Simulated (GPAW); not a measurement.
Wanted: an ASE script for a GPAW 26.7.0 run.

```
Task                : equation of state
Functional          : r2SCAN
Potentials or basis : GPAW PAW data sets (gpaw-data 1.2.1)
Cutoff              : 600 eV
Basis               : pw
k mesh              : 9 × 9 × 9
Occupations         : fermi-dirac, width 0.05 eV
Spin                : no spin polarisation
Maxiter             : 150
Eos scales          : [0.94, 0.96, 0.98, 1.0, 1.02, 1.04, 1.06]
```

The structure of Pb lies in Pb.cif:

```cif
data_Pb
_cell_length_a 4.95004000
_cell_length_b 4.95004000
_cell_length_c 4.95004000
_cell_angle_alpha 90.00000000
_cell_angle_beta 90.00000000
_cell_angle_gamma 90.00000000
_space_group_name_H-M_alt 'Fm-3m'
_space_group_name_Hall '-F 4 2 3'
_space_group_IT_number 225
loop_
_space_group_symop_operation_xyz
'x,y,z'
'-x,-y,-z'
'-y,x,z'
'y,-x,-z'
'-x,-y,z'
'x,y,-z'
'y,-x,z'
'-y,x,-z'
'x,-y,-z'
'-x,y,z'
'-y,-x,-z'
'y,x,z'
'-x,y,-z'
'x,-y,z'
'y,x,-z'
'-y,-x,z'
'z,x,y'
'-z,-x,-y'
'z,-y,x'
'-z,y,-x'
'z,-x,-y'
'-z,x,y'
'z,y,-x'
'-z,-y,x'
'-z,x,-y'
'z,-x,y'
'-z,-y,-x'
'z,y,x'
'-z,-x,y'
'z,x,-y'
'-z,y,x'
'z,-y,-x'
'y,z,x'
'-y,-z,-x'
'x,z,-y'
'-x,-z,y'
'-y,z,-x'
'y,-z,x'
'-x,z,y'
'x,-z,-y'
'-y,-z,x'
'y,z,-x'
'-x,-z,-y'
'x,z,y'
'y,-z,-x'
'-y,z,x'
'x,-z,y'
'-x,z,-y'
'x,y+1/2,z+1/2'
'-x,-y+1/2,-z+1/2'
'-y,x+1/2,z+1/2'
'y,-x+1/2,-z+1/2'
'-x,-y+1/2,z+1/2'
'x,y+1/2,-z+1/2'
'y,-x+1/2,z+1/2'
'-y,x+1/2,-z+1/2'
'x,-y+1/2,-z+1/2'
'-x,y+1/2,z+1/2'
'-y,-x+1/2,-z+1/2'
'y,x+1/2,z+1/2'
'-x,y+1/2,-z+1/2'
'x,-y+1/2,z+1/2'
'y,x+1/2,-z+1/2'
'-y,-x+1/2,z+1/2'
'z,x+1/2,y+1/2'
'-z,-x+1/2,-y+1/2'
'z,-y+1/2,x+1/2'
'-z,y+1/2,-x+1/2'
'z,-x+1/2,-y+1/2'
'-z,x+1/2,y+1/2'
'z,y+1/2,-x+1/2'
'-z,-y+1/2,x+1/2'
'-z,x+1/2,-y+1/2'
'z,-x+1/2,y+1/2'
'-z,-y+1/2,-x+1/2'
'z,y+1/2,x+1/2'
'-z,-x+1/2,y+1/2'
'z,x+1/2,-y+1/2'
'-z,y+1/2,x+1/2'
'z,-y+1/2,-x+1/2'
'y,z+1/2,x+1/2'
'-y,-z+1/2,-x+1/2'
'x,z+1/2,-y+1/2'
'-x,-z+1/2,y+1/2'
'-y,z+1/2,-x+1/2'
'y,-z+1/2,x+1/2'
'-x,z+1/2,y+1/2'
'x,-z+1/2,-y+1/2'
'-y,-z+1/2,x+1/2'
'y,z+1/2,-x+1/2'
'-x,-z+1/2,-y+1/2'
'x,z+1/2,y+1/2'
'y,-z+1/2,-x+1/2'
'-y,z+1/2,x+1/2'
'x,-z+1/2,y+1/2'
'-x,z+1/2,-y+1/2'
'x+1/2,y,z+1/2'
'-x+1/2,-y,-z+1/2'
'-y+1/2,x,z+1/2'
'y+1/2,-x,-z+1/2'
'-x+1/2,-y,z+1/2'
'x+1/2,y,-z+1/2'
'y+1/2,-x,z+1/2'
'-y+1/2,x,-z+1/2'
'x+1/2,-y,-z+1/2'
'-x+1/2,y,z+1/2'
'-y+1/2,-x,-z+1/2'
'y+1/2,x,z+1/2'
'-x+1/2,y,-z+1/2'
'x+1/2,-y,z+1/2'
'y+1/2,x,-z+1/2'
'-y+1/2,-x,z+1/2'
'z+1/2,x,y+1/2'
'-z+1/2,-x,-y+1/2'
'z+1/2,-y,x+1/2'
'-z+1/2,y,-x+1/2'
'z+1/2,-x,-y+1/2'
'-z+1/2,x,y+1/2'
'z+1/2,y,-x+1/2'
'-z+1/2,-y,x+1/2'
'-z+1/2,x,-y+1/2'
'z+1/2,-x,y+1/2'
'-z+1/2,-y,-x+1/2'
'z+1/2,y,x+1/2'
'-z+1/2,-x,y+1/2'
'z+1/2,x,-y+1/2'
'-z+1/2,y,x+1/2'
'z+1/2,-y,-x+1/2'
'y+1/2,z,x+1/2'
'-y+1/2,-z,-x+1/2'
'x+1/2,z,-y+1/2'
'-x+1/2,-z,y+1/2'
'-y+1/2,z,-x+1/2'
'y+1/2,-z,x+1/2'
'-x+1/2,z,y+1/2'
'x+1/2,-z,-y+1/2'
'-y+1/2,-z,x+1/2'
'y+1/2,z,-x+1/2'
'-x+1/2,-z,-y+1/2'
'x+1/2,z,y+1/2'
'y+1/2,-z,-x+1/2'
'-y+1/2,z,x+1/2'
'x+1/2,-z,y+1/2'
'-x+1/2,z,-y+1/2'
'x+1/2,y+1/2,z'
'-x+1/2,-y+1/2,-z'
'-y+1/2,x+1/2,z'
'y+1/2,-x+1/2,-z'
'-x+1/2,-y+1/2,z'
'x+1/2,y+1/2,-z'
'y+1/2,-x+1/2,z'
'-y+1/2,x+1/2,-z'
'x+1/2,-y+1/2,-z'
'-x+1/2,y+1/2,z'
'-y+1/2,-x+1/2,-z'
'y+1/2,x+1/2,z'
'-x+1/2,y+1/2,-z'
'x+1/2,-y+1/2,z'
'y+1/2,x+1/2,-z'
'-y+1/2,-x+1/2,z'
'z+1/2,x+1/2,y'
'-z+1/2,-x+1/2,-y'
'z+1/2,-y+1/2,x'
'-z+1/2,y+1/2,-x'
'z+1/2,-x+1/2,-y'
'-z+1/2,x+1/2,y'
'z+1/2,y+1/2,-x'
'-z+1/2,-y+1/2,x'
'-z+1/2,x+1/2,-y'
'z+1/2,-x+1/2,y'
'-z+1/2,-y+1/2,-x'
'z+1/2,y+1/2,x'
'-z+1/2,-x+1/2,y'
'z+1/2,x+1/2,-y'
'-z+1/2,y+1/2,x'
'z+1/2,-y+1/2,-x'
'y+1/2,z+1/2,x'
'-y+1/2,-z+1/2,-x'
'x+1/2,z+1/2,-y'
'-x+1/2,-z+1/2,y'
'-y+1/2,z+1/2,-x'
'y+1/2,-z+1/2,x'
'-x+1/2,z+1/2,y'
'x+1/2,-z+1/2,-y'
'-y+1/2,-z+1/2,x'
'y+1/2,z+1/2,-x'
'-x+1/2,-z+1/2,-y'
'x+1/2,z+1/2,y'
'y+1/2,-z+1/2,-x'
'-y+1/2,z+1/2,x'
'x+1/2,-z+1/2,y'
'-x+1/2,z+1/2,-y'
loop_
_atom_site_label
_atom_site_type_symbol
_atom_site_symmetry_multiplicity
_atom_site_Wyckoff_symbol
_atom_site_fract_x
_atom_site_fract_y
_atom_site_fract_z
_atom_site_occupancy
Pb1 Pb 4 a 0.0000000000 0.0000000000 0.0000000000 1
```

These files were run (other wordings do the same):

run.py

```python
import spglib
from ase import Atoms
from ase.eos import EquationOfState
from ase.io import Trajectory, read
from ase.units import GPa
from gpaw import GPAW, PW

atoms = read('Pb.cif')
cell, positions, numbers = spglib.find_primitive(
    (atoms.cell[:], atoms.get_scaled_positions(), atoms.numbers), symprec=1e-4)
atoms = Atoms(numbers, cell=cell, scaled_positions=positions, pbc=True)

traj = Trajectory('eos.traj', 'w')
volumes, energies = [], []
for x in [0.94, 0.96, 0.98, 1.0, 1.02, 1.04, 1.06]:
    a = atoms.copy()
    a.set_cell(atoms.cell * x**(1 / 3), scale_atoms=True)
    calc = GPAW(mode=PW(600),
                xc='MGGA_X_R2SCAN+MGGA_C_R2SCAN',
                kpts={'size': (9, 9, 9), 'gamma': True},
                occupations={'name': 'fermi-dirac', 'width': 0.05},
                nbands=14,
                convergence={'density': 1e-05, 'energy': 1e-05},
                maxiter=150,
                txt=f'eos-{x:.2f}.txt')
    a.calc = calc
    energies.append(a.get_potential_energy(force_consistent=True))
    volumes.append(a.get_volume())
    p = -a.get_stress()[:3].mean() / GPa
    calc.write(f'eos-{x:.2f}.gpw')
    traj.write(a)
    print(f'{x:.2f} {volumes[-1]:10.4f} A^3 {energies[-1]:14.6f} eV {p:9.3f} GPa', flush=True)

v0, e0, B = EquationOfState(volumes, energies, eos='birchmurnaghan').fit()
print(f'V0 = {v0:.4f} A^3, E0 = {e0:.6f} eV, B0 = {B / GPa:.2f} GPa')
```

Potentials or basis: GPAW PAW data sets (gpaw-data 1.2.1), pw.

The run is started by

```bash
$ OMP_NUM_THREADS=1 python run.py
```

Results of the run:

The equilibrium volume is 30.93 Å³/atom (rough: see the caveat) and the bulk modulus is 46 GPa (rough).

Caveat: the points scatter about the fit; the PAW data sets were made with another functional, which shifts forces and pressure a little.

It took 5.6 min on 1 thread of Intel(R) Xeon(R) Platinum 8259CL CPU @ 2.50GHz (Skylake/Cascade Lake), with other jobs on the host, peak memory 0.75 GiB.
